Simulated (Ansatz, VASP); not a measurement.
BeS: VASP beside Ansatz

Contents of POSCAR:

```
BeS
1.0
    0.0000000000      2.3846463833      2.4716747915
    2.3846463833      0.0000000000      2.4716747915
    2.3846463833      2.3846463833      0.0000000000
Be S
1 1
Direct
    0.0000000000      0.0000000000      0.0000000000
    0.2500000000      0.2500000000      0.2500000000
```

The input INCAR.step1:

```
SYSTEM = BeS
ALGO     = Normal         ! electronic algorithm
EDIFF    = 1E-4           ! SCF threshold, eV
ENCUT    = 520            ! plane-wave cutoff, eV
GGA      = PE             ! functional
ISMEAR   = 0              ! smearing method
LASPH    = .True.         ! aspherical terms in the spheres
LCHARG   = .False.        ! write CHGCAR
LREAL    = .False.        ! projectors in reciprocal space
LWAVE    = .True.         ! write WAVECAR
NBANDS   = 11             ! bands
NELM     = 60             ! most SCF steps
PREC     = Accurate       ! precision mode
SIGMA    = 0.01           ! smearing width, eV
```

File INCAR.step2:

```
SYSTEM = BeS
ALGO     = Normal         ! electronic algorithm
EDIFF    = 1E-6           ! SCF threshold, eV
ENCUT    = 520            ! plane-wave cutoff, eV
ISIF     = 2              ! what is computed and relaxed
ISMEAR   = 0              ! smearing method
ISTART   = 1            
LASPH    = .True.         ! aspherical terms in the spheres
LCHARG   = .False.        ! write CHGCAR
LMIXTAU  = .True.       
LREAL    = .False.        ! projectors in reciprocal space
LWAVE    = .False.        ! write WAVECAR
METAGGA  = R2SCAN         ! meta-GGA
NBANDS   = 11             ! bands
NELM     = 60             ! most SCF steps
PREC     = Accurate       ! precision mode
SIGMA    = 0.01           ! smearing width, eV
```

File KPOINTS:

```
k-points
0
Gamma
  10 10 10
  0 0 0
```

Input for Ansatz:

```yaml
crystal:
  lattice:
    - [0.0, 2.3846463833, 2.4716747915]
    - [2.3846463833, 0.0, 2.4716747915]
    - [2.3846463833, 2.3846463833, 0.0]
  atoms:
    - { symbol: Be, position: [0.0, 0.0, 0.0] }
    - { symbol: S, position: [0.25, 0.25, 0.25] }
kpoints:
  mp_grid: { grid: [10, 10, 10] }
  band_path:
    path:
      - [0.0, 0.0, 0.0]
      - [-0.5, -0.5, 0.0]
      - [-0.375, -0.375, 0.25]
      - [-0.375, 0.0, 0.375]
      - [0.0, 0.0, 0.5]
      - [-0.5, -0.25, 0.25]
      - [-0.0375, 0.0, 0.0375]
    npoints: 1
hamiltonian:
  xc: r2scan
scf:
  occupations: { method: fixed }
  n_extra_bands: 4
output:
  forces: true
  stress: true
  eigenvalues: true
```

Change from the starting cell: epitaxial_xy strain -2.0%.

Alike in both runs: task single point; functional r2SCAN; k mesh 10 × 10 × 10; no spin polarisation.

|  | VASP | Ansatz |
| --- | --- | --- |
| version | VASP 6.6.1 | Ansatz 0.2.0 |
| potentials or method | VASP PAW PBE potentials, release 64 (Be, S) | plane waves, PAW |
| plane-wave cutoff (eV) | 520 | 500 |
| occupations | gaussian, width 0.01 eV | fixed |
| valence electrons in the cell | 8 | 8 |

|  | VASP | Ansatz | Ansatz less VASP |
| --- | --- | --- | --- |
| gap on the k mesh at the Fermi level (eV) | 3.37 | 3.36 | -0.009 |
| pressure (GPa) | 2.9 | 2.6 | -0.29 |
| largest component of the traceless stress (GPa) | 2.58 | 2.62 | +0.037 |

Caveats: the PAW data sets were made with another functional, which shifts forces and pressure a little (VASP). A k mesh can miss the band edges.
